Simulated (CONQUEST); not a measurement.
Something may be wrong with this CONQUEST 1.3 calculation of HfO2.

The input Conquest_input:

```
IO.Title HfO2
IO.Coordinates coords.dat
IO.FractionalAtomicCoords T
IO.Iprint 2
IO.Iprint_init 1
General.NumberOfSpecies 2
General.PseudopotentialType hamann
AtomMove.TypeOfRun static
AtomMove.FullStress T
Grid.GridCutoff 100
DM.SolutionMethod diagon
Diag.MPMesh T
Diag.GammaCentred T
Diag.MPMeshX 4
Diag.MPMeshY 4
Diag.MPMeshZ 3
Diag.kT 0.00099223
minE.SCTolerance 1e-6
SC.MaxIters 1
IO.AtomChargeOutput T
%block ChemicalSpeciesLabel
1 178.490 Hf
2 16.000 O
%endblock
```

The input coords.dat:

```
    6.8348581751     0.0000000000     0.0000000000
    0.0000000000     6.8348581751     0.0000000000
    0.0000000000     0.0000000000     9.6659491275
6
  0.0000000000   0.0000000000   0.0000000000 1 T T T
  0.5000000000   0.5000000000   0.5000000000 1 T T T
  0.0000000000   0.5000000000   0.2500000000 2 T T T
  0.5000000000   0.0000000000   0.7500000000 2 T T T
  0.0000000000   0.5000000000   0.7500000000 2 T T T
  0.5000000000   0.0000000000   0.2500000000 2 T T T
```

Potentials or basis: PseudoDojo NC PBE, DZP, grid cutoff 100 Ha.

Run with:

```console
$ Conquest
```

Output:

```text
Simulation cell dimensions:     6.8349 a0 x     6.8349 a0 x     9.6659 a0

      Atomic coordinates (a0)
         Atom         X         Y         Z  Species
            1    0.0000    0.0000    0.0000        1
            2    3.4174    3.4174    4.8330        1
            3    0.0000    3.4174    2.4165        2
            4    3.4174    0.0000    7.2495        2
            5    0.0000    3.4174    7.2495        2
            6    3.4174    0.0000    2.4165        2

         Monkhorst-Pack mesh:   4 x   4 x   3 gamma-centred
        This calculation includes non-local pseudopotentials,
         with a maximum core radius of      8.28664387

    Job title: HfO2
    Job to be run: static calculation

    Ground state search:
      Support functions represented with PAO basis
      1:1 PAO to SF mapping
      Non-spin-polarised electrons
      Solving for the K matrix using diagonalisation
      Using Fermi-Dirac smearing

    Integration grid size:     32 x   32 x   48

    Integration grid spacing:  0.214 a0 x 0.214 a0 x 0.201 a0

    Number of species:  2
    --------------------------------------------------------
    |   #  mass (au)  Charge (e)  SF Rad (a0)  NSF  Label  |
    --------------------------------------------------------
    |   1    178.490      12.000        8.544   19  Hf     |
    |   2     16.000       6.000        5.340   13  O      |
    --------------------------------------------------------
          SCF tolerance:                 0.00000100
          SCF iterations:                 1

    The functional used will be GGA PBE96

           radial cut-off to be used is taken to be max PAO cut-off radius for this species:    8.286644

           greatest ang. mom. for making density from PAOs:  2

           radial cut-off to be used is taken to be max PAO cut-off radius for this species:    4.914330

           greatest ang. mom. for making density from PAOs:  2
    Minimum blocs/proc is      768. Maximum blocs/proc is      768
    set_atom_dens: In set_atomic_density, electrons :      48.000000000000
 matrix_size & matrix_size_padH =           90          90

    Screened ion int: energy:    -126.979662882692 Ha

    new_SC_potl: Starting.  Tolerance:  0.10000E-05

    PulayMixSC: Starting Pulay mixing, A_up =  0.500 A_dn =  0.500
    PulayMixSC: Spin non-polarised calculation.
          Harris-Foulkes Energy            :      -179.616784605836585 Ha
          (TS=0 as O(N) or entropic contribution is negligible)
          DFT Total Energy                 :      -178.846450285813205 Ha
          Total number of electrons        :        47.999999999999602
    PulayMixSC: Pulay iteration     1 residual:              0.86265E-02
          ********** LateSC **********
  Error in process    1
  lateSC: too many iterations:          1         1

MPI_ABORT
```

Q: What happened, and what is wrong with the input?

A: No converged result was reached. The input holds a flaw that was put in on purpose: too few SCF iterations (SC.MaxIters = 1).
